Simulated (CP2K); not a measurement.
A run of CP2K 2026.2:

The input aln_scf.inp:

```
&GLOBAL
  PROJECT aln_scf
  RUN_TYPE ENERGY_FORCE
  PRINT_LEVEL LOW
&END GLOBAL
&FORCE_EVAL
  METHOD QS
  STRESS_TENSOR ANALYTICAL
  &DFT
    BASIS_SET_FILE_NAME BASIS_MOLOPT_UZH
    POTENTIAL_FILE_NAME POTENTIAL_UZH
    &MGRID
      CUTOFF 450
      REL_CUTOFF 60
      NGRIDS 4
    &END MGRID
    &QS
      METHOD GPW
      EPS_DEFAULT 1.0E-10
    &END QS
    &KPOINTS
      SCHEME MONKHORST-PACK 10 10 6
      GAMMA_CENTERED T
      SYMMETRY T
      SYMMETRY_BACKEND SPGLIB
    &END KPOINTS
    &SCF
      SCF_GUESS ATOMIC
      EPS_SCF 1.0E-6
      MAX_SCF 100
      ADDED_MOS 14
      CHOLESKY OFF
      EPS_EIGVAL 1.0E-7
      &DIAGONALIZATION ON
        ALGORITHM STANDARD
      &END DIAGONALIZATION
      &MIXING ON
        METHOD BROYDEN_MIXING
        ALPHA 0.4
        BETA 1.5
        NBUFFER 8
      &END MIXING
      &SMEAR ON
        METHOD GAUSSIAN
        SIGMA [eV] 0.1
      &END SMEAR
    &END SCF
    &XC
      &XC_FUNCTIONAL
        &GGA_X_PBE_SOL
        &END GGA_X_PBE_SOL
        &GGA_C_PBE_SOL
        &END GGA_C_PBE_SOL
      &END XC_FUNCTIONAL
    &END XC
    &PRINT
      &KPOINTS ON
      &END KPOINTS
      &MULLIKEN ON
      &END MULLIKEN
      &MO ON
        ENERGIES T
        OCCUPATION_NUMBERS T
        &EACH
          QS_SCF 0
        &END EACH
        ADD_LAST NUMERIC
      &END MO
      &LOWDIN ON
      &END LOWDIN
      &HIRSHFELD ON
        SHAPE_FUNCTION DENSITY
      &END HIRSHFELD
    &END PRINT
  &END DFT
  &SUBSYS
    &CELL
      A 3.1130000000 0.0000000000 0.0000000000
      B -1.5565000000 2.6959370820 0.0000000000
      C 0.0000000000 0.0000000000 4.9810000000
      PERIODIC XYZ
    &END CELL
    &COORD
      SCALED
      Al  0.6666666667 0.3333333333 0.5000000000
      Al  0.3333333333 0.6666666667 0.0000000000
      N   0.6666666667 0.3333333333 0.8800000000
      N   0.3333333333 0.6666666667 0.3800000000
    &END COORD
    &KIND Al
      BASIS_SET TZVP-MOLOPT-PBE-GTH-q3
      POTENTIAL GTH-PBE-q3
    &END KIND
    &KIND N
      BASIS_SET TZVP-MOLOPT-PBE-GTH-q5
      POTENTIAL GTH-PBE-q5
    &END KIND
    &PRINT
      &ATOMIC_COORDINATES ON
      &END ATOMIC_COORDINATES
      &CELL ON
      &END CELL
    &END PRINT
  &END SUBSYS
  &PRINT
    &FORCES ON
    &END FORCES
    &STRESS_TENSOR ON
    &END STRESS_TENSOR
  &END PRINT
&END FORCE_EVAL
```

Potentials or basis: POTENTIAL_UZH Al GTH-PBE-q3, N GTH-PBE-q5; TZVP-MOLOPT-PBE-GTH basis.

Run with:

```bash
$ OMP_NUM_THREADS=1 cp2k.psmp -i aln_scf.inp -o aln_scf.out
```

Hardware: 1 thread of Intel(R) Xeon(R) Platinum 8488C (Sapphire Rapids) (shared host).

Estimate the wall time of this run.

It took 85 s on 1 thread of Intel(R) Xeon(R) Platinum 8488C (Sapphire Rapids), on a shared host, peak memory 0.41 GiB. Counts: scf iterations 15, k points 56, basis 68, bands 22, force evaluations 1.
